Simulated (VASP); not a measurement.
Runs of VASP 6.6.1 on HfO2. The structure is cubic, space group Fm-3m (No. 225). Conventional cell: a = 5.115 Å, b = 5.115 Å, c = 5.115 Å, α = 90.00°, β = 90.00°, γ = 90.00°. Hf (site symmetry m-3m) has 8 O at 2.21 Å as nearest neighbours. O (site symmetry -43m) has 4 Hf at 2.21 Å as nearest neighbours. Measurements of this composition are mostly on another form, of space group No. 14.

| level | potentials or basis | gap on the mesh (eV) | pressure (GPa) | relaxed volume (Å³/atom) |
| --- | --- | --- | --- | --- |
| PBE | VASP PAW PBE potentials, release 64 (Hf_pv, O) | 3.80 | 0.0 | 10.87 |
| LDA | VASP PAW LDA potentials, release 64 (Hf_pv, O) | (a) | 0.0 | 10.29 |
| PBE+D3(BJ) | VASP PAW PBE potentials, release 64 (Hf_pv, O) | 3.84 | -0.1 | 10.71 |
| r2SCAN | VASP PAW PBE potentials, release 64 (Hf_pv, O) | (c) | 0.0 | (b) |
| PBEsol | VASP PAW PBE potentials, release 64 (Hf_pv, O) | 3.75 | 0.0 | 10.53 |

Alike in all rows: task relaxation of cell and atoms; no spin polarisation; cell relaxed; k mesh 10 × 10 × 10; cutoff (eV) 600; smearing gaussian 0.03 eV.

Question: Estimate the missing entries.

Answer: (a) 3.74; (b) 10.62; (c) 4.36.

Caveats: spin-orbit coupling is left out, which moves the levels of the heavy elements; the PAW data sets were made with another functional, which shifts forces and pressure a little (some runs).

A k mesh can miss the band edges, and the runs leave out spin-orbit coupling on Hf.

Not every run made on this cell is shown here.
